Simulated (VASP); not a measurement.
# NaCl (R3m) in VASP: further runs

One crystal, NaCl, is run at these levels: PBE; tasks: single point.

All numbers are computed with VASP 6.6.1; they aren't measurements. Logs are shortened: lines on timing, memory, paths and dates and some standing lists are left out, and cuts for length are marked.

## 1. The cell of the first run

The structure is trigonal, space group R3m (No. 160). The conventional cell has a = 4.953 Å, b = 4.953 Å, c = 6.066 Å, α = 90.00°, β = 90.00°, γ = 120.00°. Na (site symmetry 3m) is surrounded by 8 Cl at 2.83 to 3.23 Å. Cl (site symmetry 3m) has 8 Na at 2.83 to 3.23 Å as nearest neighbours.

Measurements of this composition are mostly on another form, of space group No. 225.

## 2. Single point, PBE

INCAR reads:

```
  PREC = Accurate
  ENCUT = 520
  EDIFF = 1E-6
  ISMEAR = 0
  SIGMA = 0.05
  LREAL = False
  LASPH = True
  NELM = 80
  ALGO = Normal
  ISIF = 2
  LWAVE = False
  LCHARG = True
  GGA = PE
  LELF = True
  LVHAR = True
  NBANDS = 14
```

KPOINTS reads:

```
regular mesh
0
Gamma
  6 6 6
```

POSCAR reads:

```
NaCl
1.0
    3.5021900000      0.0000000000      0.0000000000
    0.0000000000      3.5021900000      0.0000000000
    0.0000000000      0.0000000000      3.5021900000
Na Cl
1 1
Direct
    0.0000000000      0.0000000000      0.0000000000
    0.5329708136      0.5329708136      0.5329708136
```

Potentials or basis: VASP PAW PBE potentials, release 64 (Na_pv, Cl).

The run is started by

```bash
> cat potpaw_PBE.64/Na_pv/POTCAR potpaw_PBE.64/Cl/POTCAR > POTCAR
> mpirun -np 1 vasp_std > vasp.out
```

OUTCAR:

```text
PREC = Accurate
   ENCUT = 520
   EDIFF = 1E-6
   ISMEAR = 0
   LREAL = False
   LASPH = True
   NELM = 80
   ISIF = 2
   GGA = PE

 ion  position               nearest neighbor table
   1  0.000  0.000  0.000-
   2  0.533  0.533  0.533-

  LATTYP: Found a simple cubic cell.
 ALAT       =     3.5021900000

  Lattice vectors:

 A1 = (   3.5021900000,   0.0000000000,   0.0000000000)
 A2 = (   0.0000000000,   3.5021900000,   0.0000000000)
 A3 = (   0.0000000000,   0.0000000000,   3.5021900000)

Analysis of symmetry for initial positions (statically):
=====================================================================
 Subroutine PRICEL returns:
 Original cell was already a primitive cell.

 Routine SETGRP: Setting up the symmetry group for a
 simple cubic supercell.

 Subroutine GETGRP returns: Found  6 space group operations
 (whereof  6 operations were pure point group operations)
 out of a pool of 48 trial point group operations.

The static configuration has the point symmetry C_3v.

Analysis of symmetry for dynamics (positions and initial velocities):
=====================================================================
 Subroutine PRICEL returns:
 Original cell was already a primitive cell.

 Routine SETGRP: Setting up the symmetry group for a
 simple cubic supercell.

 Subroutine GETGRP returns: Found  6 space group operations
 (whereof  6 operations were pure point group operations)
 out of a pool of 48 trial point group operations.

The dynamic configuration has the point symmetry C_3v.

 Subroutine INISYM returns: Found  6 space group operations
 (whereof  6 operations are pure point group operations),
 and found     1 'primitive' translations

----------------------------------------------------------------------------------------

                                     Primitive cell

  volume of cell :      42.9555

  direct lattice vectors                    reciprocal lattice vectors
     3.502190000  0.000000000  0.000000000     0.285535622  0.000000000  0.000000000
     0.000000000  3.502190000  0.000000000     0.000000000  0.285535622  0.000000000
     0.000000000  0.000000000  3.502190000     0.000000000  0.000000000  0.285535622

  length of vectors
     3.502190000  3.502190000  3.502190000     0.285535622  0.285535622  0.285535622

  position of ions in fractional coordinates (direct lattice)
     0.000000000  0.000000000  0.000000000
     0.532970814  0.532970814  0.532970814

[... 86 lines left out ...]
   PSTRESS=    0.0 pullay stress
   NELECT =      14.0000    total number of electrons
   NUPDOWN=      -1.0000    fix difference up-down
   EMIN   =  10.00;   EMAX   =-10.00  energy-range for DOS
   EFERMI =   0.00;   METHOD = LEGACY
   ISMEAR =     0;   SIGMA  =   0.05  broadening in eV -4-tet -1-fermi 0-gaus
   EFERMI_NEDOS =   21; number of points for ismear=-14 and -15
   IALGO  =     38    algorithm
   IMIX   =      4    mixing-type and parameters
     AMIX     =   0.40;   BMIX     =  1.00
     AMIX_MAG =   1.60;   BMIX_MAG =  1.00
  volume/ion in A,a.u.               =      21.48       144.94
  Fermi-wavevector in a.u.,A,eV,Ry     =   1.126621  2.129005 17.269530  1.269275
  Thomas-Fermi vector in A             =   2.263304
   LORBIT       =      0    0 simple, 1 ext, 2 COOP (PROOUT), +10 PAW based schemes
   GGA     = PE    functional components
   LHFCALC =     F    Hartree Fock is set to
   AEXX    =    0.0000 exact exchange contribution
   IVDW    =     0    specifies the selected vdW correction
   LEPSILON=     F    determine dielectric tensor
   LRPA    =     F    only Hartree local field effects (RPA)
 non-spin polarized calculation
 Gauss-broadening in eV      SIGMA  =   0.05
  energy-cutoff  :      520.00
  volume of cell :       42.96
 maximum number of plane-waves:      1189
 NGX is ok and might be reduce to    28
   NGX = 13   NGY = 13   NGZ = 13

 number of electron      13.9999983 magnetization

 Free energy of the ion-electron system (eV)
  ---------------------------------------------------
  ext. energy  EPLUGINS =         0.00000000
  ---------------------------------------------------
  free energy    TOTEN  =        -6.46065298 eV

  energy without entropy =       -6.46065298  energy(sigma->0) =       -6.46065298

 E-fermi :   0.6524     XC(G=0):  -8.4234

 val. band max:        0.4097858224   @ k =   0.5000   0.5000   0.0000
 cond. band min:       4.4097077122   @ k =   0.0000   0.0000   0.0000
 fundamental gap:      3.9999218898
 Fermi energy:         0.6523807509

 k-point     1 :       0.0000    0.0000    0.0000
  band No.  band energies     occupation
      1     -21.6290      2.00000
      2     -21.6289      2.00000
      3     -21.6289      2.00000
      4     -12.9608      2.00000
      5      -0.0786      2.00000
      6      -0.0765      2.00000
      7      -0.0765      2.00000
      8       4.4097      0.00000
      9       9.0158      0.00000
     10       9.0158      0.00000
     11      16.0396      0.00000
     12      16.0396      0.00000
     13      16.1823      0.00000
     14      16.3691      0.00000
[... 377 lines left out ...]
      1     -21.6617      2.00000
      2     -21.6509      2.00000
      3     -21.6313      2.00000
      4     -12.3441      2.00000
      5      -1.9200      2.00000
      6      -1.3330      2.00000
      7      -0.2080      2.00000
      8       6.8700      0.00000
      9       9.5625      0.00000
     10       9.6481      0.00000
     11      11.9016      0.00000
     12      13.8797      0.00000
     13      14.3436      0.00000
     14      16.4873      0.00000

 [... further k-points ...]

------------------------ aborting loop because EDIFF is reached ----------------------------------------

  FORCE on cell =-STRESS in cart. coord.  units (eV):
  Direction    XX          YY          ZZ          XY          YZ          ZX
  --------------------------------------------------------------------------------------
  -------------------------------------------------------------------------------------
  Total        0.1013869      0.1013869      0.1013869      0.0555121      0.0555121      0.0555121
  in kB        3.7815784      3.7815784      3.7815784      2.0705200      2.0705200      2.0705200
  external PRESSURE =       3.7815784 kB  Pullay stress =       0.0000000 kB

 VOLUME and BASIS-vectors are now :
 -----------------------------------------------------------------------------
  energy-cutoff  :      520.00
  volume of cell :       42.96
      direct lattice vectors                 reciprocal lattice vectors
     3.502190000  0.000000000  0.000000000     0.285535622  0.000000000  0.000000000
     0.000000000  3.502190000  0.000000000     0.000000000  0.285535622  0.000000000
     0.000000000  0.000000000  3.502190000     0.000000000  0.000000000  0.285535622

 POSITION                                       TOTAL-FORCE (eV/Angst)
 -----------------------------------------------------------------------------------
      0.00000      0.00000      0.00000         0.051057      0.051057      0.051057
      1.86657      1.86657      1.86657        -0.051057     -0.051057     -0.051057
 -----------------------------------------------------------------------------------
    total drift:                                0.000157      0.000157      0.000158

  FREE ENERGIE OF THE ION-ELECTRON SYSTEM (eV)
  ---------------------------------------------------
  free  energy   TOTEN  =        -6.4606529808 eV

  energy  without entropy=       -6.4606529808  energy(sigma->0) =       -6.46065298
```

OSZICAR:

```text
N       E                     dE             d eps       ncg     rms          rms(c)
DAV:   1     0.990711836912E+02    0.99071E+02   -0.70414E+03   904   0.998E+02
DAV:   2     0.100003696550E+01   -0.98071E+02   -0.89627E+02  1026   0.275E+02
DAV:   3    -0.660391996586E+01   -0.76040E+01   -0.75593E+01  1136   0.706E+01
DAV:   4    -0.671854526090E+01   -0.11463E+00   -0.11459E+00  1010   0.938E+00
DAV:   5    -0.672106031701E+01   -0.25151E-02   -0.25149E-02  1198   0.141E+00    0.231E+00
DAV:   6    -0.649037669353E+01    0.23068E+00   -0.31753E-01  1128   0.345E+00    0.164E+00
DAV:   7    -0.646038592108E+01    0.29991E-01   -0.94285E-02  1244   0.183E+00    0.114E+00
DAV:   8    -0.646079678162E+01   -0.41086E-03   -0.11236E-02   944   0.944E-01    0.410E-01
DAV:   9    -0.646056374387E+01    0.23304E-03   -0.49387E-04  1190   0.164E-01    0.186E-01
DAV:  10    -0.646065756492E+01   -0.93821E-04   -0.25873E-04   962   0.119E-01    0.378E-02
DAV:  11    -0.646065297810E+01    0.45868E-05   -0.12485E-05  1184   0.311E-02    0.111E-02
DAV:  12    -0.646065298075E+01   -0.26553E-08   -0.19555E-06   968   0.112E-02
   1 F= -.64606530E+01 E0= -.64606530E+01  d E =-.234084E-13
```

stdout:

```text
POSCAR found type information on POSCAR NaCl
 POSCAR found :  2 types and       2 ions
 scaLAPACK will be used
 LDA part: xc-table for (Slater+PW92), standard interpolation
 POSCAR, INCAR and KPOINTS ok, starting setup
 FFT: planning ... GRIDC
 FFT: planning ... GRID_SOFT
 FFT: planning ... GRID
 WAVECAR not read
 entering main loop
```

Run time: 12 s. Hardware: 1 thread of Intel Xeon Platinum 8375C at 2.90GHz (Ice Lake), shared host; peak memory 0.15 GiB.

Results:

- Free energy: -6.4607 eV
- Pressure: 0.4 GPa
- Largest force: 0.088 eV/Å
- Band gap on the k mesh: 4.00 eV, indirect (least direct gap 4.49 eV)

Forces in eV/Å, atoms in the order of the input:
```
Na   0.051  0.051  0.051
Cl  -0.051 -0.051 -0.051
```

Stress tensor (GPa, compression positive):
```
0.38 0.21 0.21
0.21 0.38 0.21
0.21 0.21 0.38
```

## 3. Single point, PBE

INCAR reads:

```
PREC     = Accurate       # precision mode
ENCUT    = 520            # plane-wave cutoff, eV
EDIFF    = 1E-6           # SCF threshold, eV
ISMEAR   = 0              # smearing method
SIGMA    = 0.05           # smearing width, eV
LREAL    = False          # projectors in reciprocal space
LASPH    = True           # aspherical terms in the spheres
NELM     = 100            # most SCF steps
ALGO     = Normal         # electronic algorithm
ISIF     = 2              # what is computed and relaxed
LWAVE    = False          # write WAVECAR
LCHARG   = True           # write CHGCAR
GGA      = PE             # functional
LELF     = True           # ELF
LVHAR    = True         
NBANDS   = 14             # bands
```

KPOINTS reads:

```
Automatic mesh
0
Gamma
  6 6 6
```

POSCAR: that of step 2 with these lines changed.

```diff
@@ -9,2 +9,2 @@
     0.0000000000      0.0000000000      0.0000000000
-    0.5329708136      0.5329708136      0.5329708136
+    0.4711505381      0.4711505381      0.4711505381
```

Potentials or basis: VASP PAW PBE potentials, release 64 (Na_pv, Cl).

The run is started by

```bash
> cat potpaw_PBE.64/Na_pv/POTCAR potpaw_PBE.64/Cl/POTCAR > POTCAR
> mpirun -np 1 vasp_std > vasp.out
```

Wall time 14 s (1 thread of Intel Xeon Platinum 8375C at 2.90GHz (Ice Lake), shared host); peak memory 0.15 GiB.

It converged, with:

```
Free energy            : -6.4627 eV
Pressure               : 0.3 GPa
Largest force          : 0.073 eV/Å
Band gap on the k mesh : 3.99 eV, indirect (least direct gap 4.48 eV)
```

Forces in eV/Å, atoms in the order of the input:
```
Na  -0.042 -0.042 -0.042
Cl   0.042  0.042  0.042
```

Stress tensor (GPa, compression positive):
```
0.30 0.16 0.16
0.16 0.30 0.16
0.16 0.16 0.30
```

Levels at points of the mesh, in eV from the valence-band top:
| k point | band 3 | band 4 | band 5 | band 6 | band 7 | band 8 | band 9 | band 10 | band 11 | band 12 |
| --- | --- | --- | --- | --- | --- | --- | --- | --- | --- | --- |
| (0.00, 0.00, 0.00) | -22.05 | -13.37 | -0.49 | -0.49 | -0.49 | 3.99 | 8.60 | 8.60 | 15.64 | 15.64 |
| (0.50, 0.00, 0.00) | -22.04 | -13.02 | -2.93 | -0.26 | -0.25 | 6.94 | 8.55 | 10.49 | 11.79 | 11.91 |
| (0.50, 0.50, 0.00) | -22.04 | -12.75 | -2.25 | -2.25 | 0.00 | 5.55 | 9.90 | 11.04 | 11.07 | 12.63 |
| (0.50, 0.50, 0.50) | -22.07 | -12.48 | -1.84 | -1.84 | -1.84 | 7.14 | 7.14 | 7.17 | 11.62 | 15.91 |

A k mesh can miss the band edges.

## 4. Single point, PBE

INCAR reads:

```
SYSTEM = NaCl
PREC     = Accurate       ! precision mode
ENCUT    = 520            ! plane-wave cutoff, eV
EDIFF    = 1E-6           ! SCF threshold, eV
ISMEAR   = 0              ! smearing method
SIGMA    = 0.05           ! smearing width, eV
LREAL    = .FALSE.        ! projectors in reciprocal space
LASPH    = .TRUE.         ! aspherical terms in the spheres
NELM     = 60             ! most SCF steps
ALGO     = Normal         ! electronic algorithm
ISIF     = 2              ! what is computed and relaxed
LWAVE    = .FALSE.        ! write WAVECAR
LCHARG   = .FALSE.        ! write CHGCAR
GGA      = PE             ! functional
NBANDS   = 14             ! bands
```

KPOINTS reads:

```
regular mesh
0
G
  6 6 6
  0 0 0
```

POSCAR: that of step 3 with these lines changed.

```diff
@@ -9,2 +9,2 @@
     0.0000000000      0.0000000000      0.0000000000
-    0.4711505381      0.4711505381      0.4711505381
+    0.4752718898      0.4752718898      0.4752718898
```

The run is started by

```bash
> cat potpaw_PBE.64/Na_pv/POTCAR potpaw_PBE.64/Cl/POTCAR > POTCAR
> mpirun -np 1 vasp_std > vasp.out
```

Run time: 12 s. Hardware: 1 thread of Intel Xeon Platinum 8375C at 2.90GHz (Ice Lake), shared host; peak memory 0.15 GiB.

Results (log left out):

```
Free energy            : -6.4643 eV
Pressure               : 0.2 GPa
Largest force          : 0.059 eV/Å
Band gap on the k mesh : 3.99 eV, indirect (least direct gap 4.48 eV)
```

Forces on the atoms (eV/Å):
```
Na  -0.034 -0.034 -0.034
Cl   0.034  0.034  0.034
```

Stress tensor (GPa, compression positive):
```
0.24 0.11 0.11
0.11 0.24 0.11
0.11 0.11 0.24
```

Levels at points of the mesh, in eV from the valence-band top:
```
           k point  band 3  band 4  band 5  band 6  band 7  band 8  band 9  band 10  band 11  band 12
(0.00, 0.00, 0.00)  -22.05  -13.37   -0.49   -0.49   -0.49    3.99    8.59     8.59    15.65    15.65
(0.50, 0.00, 0.00)  -22.05  -13.02   -2.93   -0.26   -0.25    6.94    8.56    10.50    11.80    11.89
(0.50, 0.50, 0.00)  -22.05  -12.75   -2.26   -2.25    0.00    5.55    9.90    11.04    11.06    12.62
(0.50, 0.50, 0.50)  -22.08  -12.48   -1.84   -1.84   -1.84    7.13    7.13     7.16    11.63    15.90
```

A k mesh can miss the band edges.

## 5. The runs side by side

```tsv
cell	gap on the mesh (eV)	pressure (GPa)	largest force (eV/Å)
all Cl atoms moved -0.200 Å, as atom 2 towards its neighbour atom 1 (Na) at 3.033 Å	4.00	0.4	0.09
all Cl atoms moved +0.175 Å, as atom 2 towards its neighbour atom 1 (Na) at 3.033 Å	3.99	0.3	0.07
all Cl atoms moved +0.150 Å, as atom 2 towards its neighbour atom 1 (Na) at 3.033 Å	3.99	0.2	0.06
```

Alike in all rows: task single point; level PBE; potentials or basis VASP PAW PBE potentials, release 64 (Na_pv, Cl); no spin polarisation; k mesh 6 × 6 × 6; cutoff (eV) 520; smearing gaussian 0.05 eV.

Absolute energies hang on the potentials; compare differences alone.
